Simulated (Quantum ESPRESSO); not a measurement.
Runs of Quantum ESPRESSO 7.5 on TaS2. The structure is trigonal, space group P-3m1 (No. 164). Conventional cell: a = 3.350 Å, b = 3.350 Å, c = 5.860 Å, α = 90.00°, β = 90.00°, γ = 120.00°. Ta (site symmetry -3m) has 6 S at 2.43 Å as nearest neighbours. S (site symmetry 3m) has 3 Ta at 2.43 Å as nearest neighbours. 

| spin | U | fixed moment (μB) | magnetic state asked for | moments locked | gap on the mesh (eV) | pressure (GPa) | moment (μB) | largest force (eV/Å) |
| --- | --- | --- | --- | --- | --- | --- | --- | --- |
| collinear, ferromagnetic start | Ta d U = 1 eV | - | free | none | none | 10.6 | 0.33 | (b) |
| off | Ta d U = 4 eV | - | nm | none | none | 12.2 | - | 1.08 |
| collinear, ferromagnetic start | Ta d U = 4 eV | 1.0 | fm | total | - | 14.6 | 1.00 | 0.92 |
| collinear, ferromagnetic start | Ta d U = 2 eV | - | free | none | none | 12.1 | 0.78 | 0.78 |
| collinear, zero start | Ta d U = 4 eV | 0.0 | nm_spin | total | - | 12.2 | 0.00 | 1.08 |
| collinear, ferromagnetic start | Ta d U = 4 eV | - | free | none | none | 14.0 | (c) | 0.99 |
| collinear, ferromagnetic start | Ta d U = 0.001 eV | - | free | none | none | (a) | 0.33 | 0.98 |

Alike in all rows: task single point; level PBE+U; potentials or basis SPMS 1.0 PBE; cell as given; k mesh 3 × 3 × 2; cutoff (eV) 707; smearing gaussian 0.05 eV; the mesh is coarse, so values aren't converged.

Fill in the values left out.

(a) 10.1; (b) 1.00; (c) 0.89.

Caveats: all runs use coarse meshes; this functional lacks dispersion, which binds the layers, so the pressure and a relaxed spacing across them are unreliable; forces of over 1 eV/Å show positions far from the minimum, so gaps and moduli don't describe the material at rest (some runs); the total moment is fixed, so each spin has its own Fermi level (some runs); U without spin polarisation on a metal has little footing (some runs).

A k mesh can miss the band edges, and the runs leave out spin-orbit coupling on Ta.

A gap of «none» marks a metal or a gap under the smearing width.
